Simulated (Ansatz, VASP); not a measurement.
**One calculation of MgS, two programs**

Contents of INCAR:

```
PREC = Accurate
ENCUT = 520
EDIFF = 1E-6
ISMEAR = 0
SIGMA = 0.01
LREAL = False
LASPH = True
NELM = 80
ALGO = Normal
ISIF = 2
LWAVE = False
LCHARG = True
GGA = CA
LELF = True
LVHAR = True
NBANDS = 11
```

Contents of KPOINTS:

```
Automatic mesh
0
Gamma
  3 3 3
```

POSCAR

```
MgS
1.0
    0.0345200000      2.7756700000      2.7968600000
    2.8976600000     -0.0186200000      2.8500000000
    2.8422900000      2.7734400000      0.0367600000
Mg S
1 1
Direct
    0.0008000000      0.0055100000      0.9968700000
    0.7523600000      0.7537600000      0.7483900000
```

Input for Ansatz:

```yaml
crystal:
  lattice:
    - [0.03452, 2.77567, 2.79686]
    - [2.89766, -0.01862, 2.85]
    - [2.84229, 2.77344, 0.03676]
  atoms:
    - { symbol: Mg, position: [0.0008, 0.00551, 0.99687] }
    - { symbol: S, position: [0.75236, 0.75376, 0.74839] }
basis:
  ecutwfc: 517.0163386738
kpoints:
  mp_grid: { grid: [3, 3, 3] }
hamiltonian:
  xc: lda
scf:
  occupations: { method: fixed }
output:
  write_density: true
  volumetric_format: cube
  dos: { de: 0.05, method: { smearing: { sigma: 0.2 } }, projected: true }
```

Alike in both runs: task single point; functional LDA; k mesh 3 × 3 × 3; no spin polarisation.

```csv
,VASP,Ansatz
version,VASP 6.6.1,Ansatz 0.2.0
potentials or method,"VASP PAW LDA potentials, release 64 (Mg, S)","plane waves, PAW"
plane-wave cutoff (eV),520,517
occupations,"gaussian, width 0.01 eV",fixed
valence electrons in the cell,8,16
```

```tsv
	VASP	Ansatz	Ansatz less VASP
gap on the k mesh at the Fermi level (eV)	3.18	3.17	-0.011
```

The two sets of potentials don't hold the same shells in valence.

Caveats: the k mesh is coarse (spacing up to 0.65 Å⁻¹), so the values aren't converged. Expect the measured gap to be larger: semilocal functionals such as LDA lack the derivative discontinuity.
